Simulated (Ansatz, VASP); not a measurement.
## MgI2 in VASP and in Ansatz

```xyz
3
Lattice="4.3165 0.0000 0.0000 -2.1583 3.7382 0.0000 0.0000 0.0000 8.0147" Properties=species:S:1:pos:R:3 pbc="T T T"
Mg    0.0000    0.0000    0.0000
I     0.0000    2.4922    6.2062
I     2.1583    1.2461    1.8086
```

Alike in both runs: task single point; functional PBE; k mesh 6 × 6 × 4; occupations gaussian, width 0.05 eV; no spin polarisation.

|  | VASP | Ansatz |
| --- | --- | --- |
| version | VASP 6.6.1 | Ansatz 0.2.0 |
| potentials or method | VASP PAW PBE potentials, release 64 (Mg, I) | scalar-relativistic, plane waves, PAW |
| plane-wave cutoff (eV) | 520 | 520 |
| valence electrons in the cell | 16 | 44 |

|  | VASP | Ansatz | Ansatz less VASP |
| --- | --- | --- | --- |
| gap on the k mesh at the Fermi level (eV) | 3.19 | 3.21 | +0.016 |
| least direct gap on the mesh (eV) | 3.19 | 3.21 | +0.016 |
| pressure (GPa) | -2.5 | -2.4 | +0.04 |
| largest component of the traceless stress (GPa) | 0.59 | 0.59 | +0.003 |
| rms of the force components (eV/Å) | 0.321 | 0.317 | -0.0043 |

Atom by atom the forces differ by 0.004 eV/Å (rms over components). The two sets of potentials don't hold the same shells in valence.

Caveats: spin-orbit coupling is left out, which moves the levels of the heavy elements; this functional lacks dispersion, which binds the layers, so the pressure and a relaxed spacing across them are unreliable. A k mesh can miss the band edges.
